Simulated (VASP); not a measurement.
# Ca (Pm-3n) in VASP: single point with PBEsol

Aim: the single point of Ca with PBEsol.

All numbers are computed with VASP 6.6.1; they aren't measurements. Logs are shortened: lines on timing, memory, paths and dates and some standing lists are left out, and cuts for length are marked.

### Step 1. Starting point

It takes space group Pm-3n (No. 223, cubic). Conventional cell: a = 6.885 Å, b = 6.885 Å, c = 6.885 Å, α = 90.00°, β = 90.00°, γ = 90.00°. Around Ca (site symmetry m-3) lie 12 Ca at 3.85 Å. Ca (site symmetry -4m2) is surrounded by 6 Ca at 3.44 to 3.85 Å.

The cell was built by a generator and needn't be a form met in nature.

### Step 2. Single point, PBEsol

INCAR

```
SYSTEM = Ca
PREC = Accurate ; ENCUT = 520
EDIFF = 1E-7 ; ISMEAR = 0
SIGMA = 0.1 ; LREAL = .False.
LASPH = .True. ; NELM = 100
ALGO = Fast ; ISIF = 2
LWAVE = .False. ; LCHARG = .True.
GGA = PS ; LELF = .True.
LVHAR = .True. ; NBANDS = 50
```

KPOINTS

```
regular mesh
0
Gamma
  6 6 6
  0 0 0
```

POSCAR

```
Ca
1.0
    6.8853987655      0.0000000000      0.0000000000
    0.0000000000      6.8853987655      0.0000000000
    0.0000000000      0.0000000000      6.8853987655
Ca
8
Direct
    0.5000000000      0.5000000000      0.5000000000
    0.0000000000      0.0000000000      0.0000000000
    0.2500000000      0.0000000000      0.5000000000
    0.5000000000      0.2500000000      0.0000000000
    0.5000000000      0.7500000000      0.0000000000
    0.7500000000      0.0000000000      0.5000000000
    0.0000000000      0.5000000000      0.7500000000
    0.0000000000      0.5000000000      0.2500000000
```

Potentials or basis: VASP PAW PBE potentials, release 64 (Ca_sv).

On the command line:

```bash
> cat potpaw_PBE.64/Ca_sv/POTCAR > POTCAR
> mpirun -np 1 vasp_std > vasp.out
```

OUTCAR:

```text
SYSTEM = Ca
   PREC = Accurate
   ENCUT = 520
   EDIFF = 1E-7
   ISMEAR = 0
   LREAL = .False.
   LASPH = .True.
   NELM = 100
   ISIF = 2
   GGA = PS

 ion  position               nearest neighbor table
   1  0.500  0.500  0.500-
   2  0.000  0.000  0.000-
   3  0.250  0.000  0.500-
   4  0.500  0.250  0.000-
   5  0.500  0.750  0.000-
   6  0.750  0.000  0.500-
   7  0.000  0.500  0.750-
   8  0.000  0.500  0.250-

  LATTYP: Found a simple cubic cell.
 ALAT       =     6.8853987655

  Lattice vectors:

 A1 = (   6.8853987655,   0.0000000000,   0.0000000000)
 A2 = (   0.0000000000,   6.8853987655,   0.0000000000)
 A3 = (   0.0000000000,   0.0000000000,   6.8853987655)

Analysis of symmetry for initial positions (statically):
=====================================================================
 Subroutine PRICEL returns:
 Original cell was already a primitive cell.

 Routine SETGRP: Setting up the symmetry group for a
 simple cubic supercell.

 Subroutine GETGRP returns: Found 48 space group operations
 (whereof 24 operations were pure point group operations)
 out of a pool of 48 trial point group operations.

The static configuration has the point symmetry T_h .
 The point group associated with its full space group is O_h .

Analysis of symmetry for dynamics (positions and initial velocities):
=====================================================================
 Subroutine PRICEL returns:
 Original cell was already a primitive cell.

 Routine SETGRP: Setting up the symmetry group for a
 simple cubic supercell.

 Subroutine GETGRP returns: Found 48 space group operations
 (whereof 24 operations were pure point group operations)
 out of a pool of 48 trial point group operations.

The dynamic configuration has the point symmetry T_h .
 The point group associated with its full space group is O_h .

 Subroutine INISYM returns: Found 48 space group operations
 (whereof 24 operations are pure point group operations),
 and found     1 'primitive' translations

----------------------------------------------------------------------------------------
[... 100 lines left out ...]
   EDIFF  = 0.1E-06   stopping-criterion for ELM
   LREAL  =      F    real-space projection
   EDIFFG = 0.1E-05   stopping-criterion for IOM
   NSW    =      0    number of steps for IOM
   IBRION =     -1    ionic relax: 0-MD 1-quasi-New 2-CG
   NFREE  =      0    steps in history (QN), initial steepest desc. (CG)
   ISIF   =      2    stress and relaxation
   ISYM   =      2    0-nonsym 1-usesym 2-fastsym
   POTIM  = 0.5000    time-step for ionic-motion
   TEBEG  =    0.0;   TEEND  =   0.0 temperature during run
   PSTRESS=    0.0 pullay stress
   NELECT =      80.0000    total number of electrons
   NUPDOWN=      -1.0000    fix difference up-down
   EMIN   =  10.00;   EMAX   =-10.00  energy-range for DOS
   EFERMI =   0.00;   METHOD = LEGACY
   ISMEAR =     0;   SIGMA  =   0.10  broadening in eV -4-tet -1-fermi 0-gaus
   EFERMI_NEDOS =   21; number of points for ismear=-14 and -15
   IALGO  =     68    algorithm
   IMIX   =      4    mixing-type and parameters
     AMIX     =   0.40;   BMIX     =  1.00
     AMIX_MAG =   1.60;   BMIX_MAG =  1.00
  volume/ion in A,a.u.               =      40.80       275.36
  Fermi-wavevector in a.u.,A,eV,Ry     =   1.024493  1.936011 14.280488  1.049586
  Thomas-Fermi vector in A             =   2.158283
   LORBIT       =      0    0 simple, 1 ext, 2 COOP (PROOUT), +10 PAW based schemes
   GGA     = PS    functional components
   LHFCALC =     F    Hartree Fock is set to
   AEXX    =    0.0000 exact exchange contribution
   IVDW    =     0    specifies the selected vdW correction
   LEPSILON=     F    determine dielectric tensor
   LRPA    =     F    only Hartree local field effects (RPA)
 non-spin polarized calculation
 RMM-DIIS sequential band-by-band and
 Gauss-broadening in eV      SIGMA  =   0.10
  energy-cutoff  :      520.00
  volume of cell :      326.43
 maximum number of plane-waves:      8844
 NGX is ok and might be reduce to    54
   NGX = 25   NGY = 25   NGZ = 25

 number of electron      80.0000000 magnetization

 Free energy of the ion-electron system (eV)
  ---------------------------------------------------
  ext. energy  EPLUGINS =         0.00000000
  ---------------------------------------------------
  free energy    TOTEN  =       -16.78059052 eV

  energy without entropy =      -16.73668026  energy(sigma->0) =      -16.75863539

 E-fermi :   2.0093     XC(G=0):  -7.9127

 val. band max:        2.0033442792   @ k =   0.1667   0.1667   0.0000
 cond. band min:       2.0291509911   @ k =   0.3333   0.1667   0.0000
 fundamental gap:      0.0258067119
 Fermi energy:         2.0092693915

 k-point     1 :       0.0000    0.0000    0.0000
  band No.  band energies     occupation
      1     -39.7451      2.00000
      2     -39.7338      2.00000
      3     -39.7338      2.00000
      4     -39.7298      2.00000
      5     -39.7233      2.00000
      6     -39.7117      2.00000
[... 1049 lines left out ...]
     49       3.2353      0.00000
     50       3.3913      0.00000

------------------------ aborting loop because EDIFF is reached ----------------------------------------

  FORCE on cell =-STRESS in cart. coord.  units (eV):
  Direction    XX          YY          ZZ          XY          YZ          ZX
  --------------------------------------------------------------------------------------
  -------------------------------------------------------------------------------------
  Total        0.0099928      0.0099928      0.0099928      0.0000000      0.0000000      0.0000000
  in kB        0.0490466      0.0490466      0.0490466      0.0000000      0.0000000      0.0000000
  external PRESSURE =       0.0490466 kB  Pullay stress =       0.0000000 kB

 VOLUME and BASIS-vectors are now :
 -----------------------------------------------------------------------------
  energy-cutoff  :      520.00
  volume of cell :      326.43
      direct lattice vectors                 reciprocal lattice vectors
     6.885398765  0.000000000  0.000000000     0.145234871  0.000000000  0.000000000
     0.000000000  6.885398765  0.000000000     0.000000000  0.145234871  0.000000000
     0.000000000  0.000000000  6.885398765     0.000000000  0.000000000  0.145234871

 POSITION                                       TOTAL-FORCE (eV/Angst)
 -----------------------------------------------------------------------------------
      3.44270      3.44270      3.44270         0.000000     -0.000000     -0.000000
      0.00000      0.00000      0.00000         0.000000     -0.000000     -0.000000
      1.72135      0.00000      3.44270        -0.000000      0.000000      0.000000
      3.44270      1.72135      0.00000        -0.000000     -0.000000      0.000000
      3.44270      5.16405      0.00000         0.000000      0.000000      0.000000
      5.16405      0.00000      3.44270         0.000000     -0.000000     -0.000000
      0.00000      3.44270      5.16405         0.000000      0.000000     -0.000000
      0.00000      3.44270      1.72135         0.000000     -0.000000     -0.000000
 -----------------------------------------------------------------------------------
    total drift:                                0.000000      0.000000      0.000000

  FREE ENERGIE OF THE ION-ELECTRON SYSTEM (eV)
  ---------------------------------------------------
  free  energy   TOTEN  =       -16.7805905235 eV

  energy  without entropy=      -16.7366802578  energy(sigma->0) =      -16.75863539
```

OSZICAR:

```text
N       E                     dE             d eps       ncg     rms          rms(c)
DAV:   1     0.843250889683E+03    0.84325E+03   -0.38500E+04  2016   0.147E+03
DAV:   2     0.400189498028E+02   -0.80323E+03   -0.79249E+03  2024   0.457E+02
DAV:   3    -0.857865717792E+01   -0.48598E+02   -0.46357E+02  2920   0.840E+01
DAV:   4    -0.160342773358E+02   -0.74556E+01   -0.73165E+01  3302   0.260E+01
[... 33 lines left out ...]
RMM:  38    -0.167805899263E+02   -0.48091E-06   -0.52615E-06   923   0.923E-04    0.233E-04
RMM:  39    -0.167805901811E+02   -0.25476E-06   -0.28177E-06   899   0.903E-04    0.267E-04
RMM:  40    -0.167805903584E+02   -0.17734E-06   -0.19598E-06   869   0.835E-04    0.260E-04
RMM:  41    -0.167805904516E+02   -0.93108E-07   -0.10508E-06   896   0.846E-04    0.261E-04
RMM:  42    -0.167805905235E+02   -0.71925E-07   -0.81247E-07   864   0.853E-04
   1 F= -.16780591E+02 E0= -.16758635E+02  d E =-.439103E-01
```

stdout:

```text
POSCAR found type information on POSCAR Ca
[... 50 lines left out ...]
 num prob  num prob  num prob  num prob  num prob  num prob  num prob  num prob  num prob  num prob  num prob  num prob  num prob  num prob  num prob WARNING in EDDRMM: call to ZHEGV failed, returncode =   6  3     38
 num prob RMM:  26    -0.167802887552E+02   -0.27604E-03   -0.28552E-03  1864   0.440E-03    0.894E-04
 num prob  num prob  num prob  num prob  num prob  num prob  num prob  num prob  num prob  num prob  num prob  num prob  num prob  num prob  num prob  num prob  num prob  num prob  num prob  num prob  num prob  num prob  num prob  num prob  num prob  num prob  num prob  num prob  num prob  num prob  num prob  num prob  num prob  num prob  num prob WARNING in EDDRMM: call to ZHEGV failed, returncode =   8  4     46
 num prob  num prob  num prob  num prob  num prob  num prob  num prob  num prob  num prob  num prob  num prob  num prob  nu
```

It took 16 min on 1 thread of Intel Xeon Platinum 8488C (Sapphire Rapids), shared host; peak memory 0.53 GiB.

Results:

| Item | Value |
| --- | --- |
| Free energy | -16.7806 eV |
| Pressure | 0.0 GPa |
| Band gap on the k mesh | none (metal or under the smearing width) |

Caveat: the PAW data sets were made with another functional, which shifts forces and pressure a little.
